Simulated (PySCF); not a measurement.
# Functional dependence of a UV spectrum

Compound: C5H5N.
Atom-mapped SMILES: `[cH:1]1[cH:2][cH:3][n:4][cH:5][cH:6]1` (hydrogens: H7 on C1; H8 on C2; H9 on C3; H10 on C5; H11 on C6)

Linear-response calculations in the def2-SVPD basis (PySCF; singlets by full response, triplets Tamm–Dancoff, core orbitals frozen in the response; HF means time-dependent Hartree–Fock). 'Strongest' is the level of largest summed f among the singlets computed (10 roots, of which the last may lack a degenerate partner); it can jump between rows when another state enters that window. S1 is the lowest singlet of each run and needn't be the same state throughout; f(S1) is that of one state. Isolated species at its PBE0-D3(BJ)/def2-SVP geometry, gas phase.

```json
{"functional": "LDA", "kind": "LDA", "S1 (eV)": "4.16", "f(S1)": "0.003", "strongest (eV)": "7.23", "T1 (eV)": "3.64", "HOMO (eV)": "-5.94", "gap (eV)": "3.86", "ionisation energy, ΔSCF (eV)": "9.47"}
{"functional": "PBE", "kind": "GGA", "S1 (eV)": "4.29", "f(S1)": "0.003", "strongest (eV)": "7.23", "T1 (eV)": "3.69", "HOMO (eV)": "-5.85", "gap (eV)": "4.01", "ionisation energy, ΔSCF (eV)": "9.29"}
{"functional": "B3LYP", "kind": "global hybrid, 20% exact exchange", "S1 (eV)": "4.75", "f(S1)": "0.004", "strongest (eV)": "7.39", "T1 (eV)": "4.09", "HOMO (eV)": "-7.16", "gap (eV)": "6.07", "ionisation energy, ΔSCF (eV)": "9.53"}
{"functional": "PBE0", "kind": "global hybrid, 25% exact exchange", "S1 (eV)": "4.82", "f(S1)": "0.004", "strongest (eV)": "7.50", "T1 (eV)": "4.11", "HOMO (eV)": "-7.42", "gap (eV)": "6.53", "ionisation energy, ΔSCF (eV)": "9.49"}
{"functional": "wB97X-D", "kind": "range-separated hybrid", "S1 (eV)": "5.01", "f(S1)": "0.004", "strongest (eV)": "7.51", "T1 (eV)": "4.35", "HOMO (eV)": "-9.35", "gap (eV)": "10.22", "ionisation energy, ΔSCF (eV)": "9.58"}
{"functional": "HF", "kind": "Hartree–Fock", "S1 (eV)": "5.95", "f(S1)": "0.074", "strongest (eV)": "7.86", "T1 (eV)": "3.54", "HOMO (eV)": "-9.52", "gap (eV)": "12.26", "ionisation energy, ΔSCF (eV)": "not settled"}
```

Q: What does BHandHLYP (global hybrid, 50% exact exchange) give?

A: S1 (eV) 5.28, f(S1) 0.005, strongest (eV) 7.58, T1 (eV) 4.12, HOMO (eV) -8.46, gap (eV) 8.63, ionisation energy, ΔSCF (eV) 9.49. S1 runs from 4.16 eV (LDA) to 5.95 eV (HF), a spread of 1.78 eV, while the orbital gap spreads over 8.4 eV. Along PBE (0%), B3LYP (20%), PBE0 (25%), BHandHLYP (50%), HF (100%) S1 rises with the share of exact exchange. −ε(HOMO) comes closest to its own ΔSCF ionisation energy with wB97X-D (-0.23 eV) and misses most with LDA (-3.53 eV). The lowest singlet of a reference set is 1B1(n→π*) at 4.95 eV (computed, theoretical best estimate (aug-cc-pVTZ, frozen core, CC3 geometry), gas; Veril, Scemama, Caffarel, Lipparini, Boggio-Pasqua, Jacquemin, Loos, WIREs Comput. Mol. Sci. 2021, 11, e1517 (QUESTDB)). The lowest computed singlet differs from it by wB97X-D +0.06, PBE0 -0.13, B3LYP -0.20, BHandHLYP +0.33, PBE -0.66, LDA -0.79, HF +1.00 eV; geometry and basis of the reference needn't be the same. The lowest triplet of a reference set is 3A1(π→π*) at 4.30 eV (computed, theoretical best estimate (aug-cc-pVTZ, frozen core, CC3 geometry), gas; Veril, Scemama, Caffarel, Lipparini, Boggio-Pasqua, Jacquemin, Loos, WIREs Comput. Mol. Sci. 2021, 11, e1517 (QUESTDB)). The lowest computed triplet differs from it by wB97X-D +0.05, BHandHLYP -0.18, PBE0 -0.19, B3LYP -0.21, PBE -0.61, LDA -0.66, HF -0.76 eV; geometry and basis of the reference needn't be the same. 'Not settled' means that the ion's SCF failed to converge or may have ended in another state than the lowest.
